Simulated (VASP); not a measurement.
A run of VASP 6.6.1 is set up as follows.

The input POSCAR:

```
NaCl
1.0
   -0.0000000000      2.6793134970      2.6793134970
    2.6793134970     -0.0000000000      2.6793134970
    2.6793134970      2.6793134970      0.0000000000
  Na              Cl
     1     1
Direct
     0.0000000000000000    1.0000000000000000    0.0000000000000000
     0.5000000000000000    0.5000000000000000    0.5000000000000000
```

The input INCAR.step1:

```
ALGO = Normal ; EDIFF = 1E-8
EDIFFG = -0.002 ; ENCUT = 600
GGA = PE ; IBRION = 2
ISIF = 3 ; ISMEAR = 0
LASPH = T ; LCHARG = F
LREAL = F ; LWAVE = F
NELM = 80 ; NSW = 40
PREC = Accurate ; PSTRESS = 66.6
SIGMA = 0.03
```

INCAR.step2

```
ALGO = Normal ; EDIFF = 1E-8
ENCUT = 600 ; GGA = PE
IBRION = 6 ; ISIF = 3
ISMEAR = 0 ; LASPH = T
LCHARG = F ; LREAL = F
LWAVE = F ; NELM = 80
NFREE = 2 ; NSW = 1
POTIM = 0.015 ; PREC = Accurate
PSTRESS = 66.6 ; SIGMA = 0.03
```

KPOINTS

```
k-points
0
Gamma
  8 8 8
```

Potentials or basis: VASP PAW PBE potentials, release 64 (Na_pv, Cl).

The run is started by

```console
$ cat potpaw_PBE.64/Na_pv/POTCAR potpaw_PBE.64/Cl/POTCAR > POTCAR
$ cp INCAR.step1 INCAR
$ mpirun -np 1 vasp_std > vasp.out
$ cp CONTCAR POSCAR
$ cp INCAR.step2 INCAR
$ mpirun -np 1 vasp_std > vasp.out
```

(1) Estimate the elastic constants C11, C12, C44.

(2) What does it give for the Voigt bulk modulus?

(3) What does it give for the highest phonon frequency at Γ, LO-TO splitting left out?

## Answers

(1) 106, 15, 13 GPa.

(2) 45 GPa.

(3) 231 cm⁻¹.
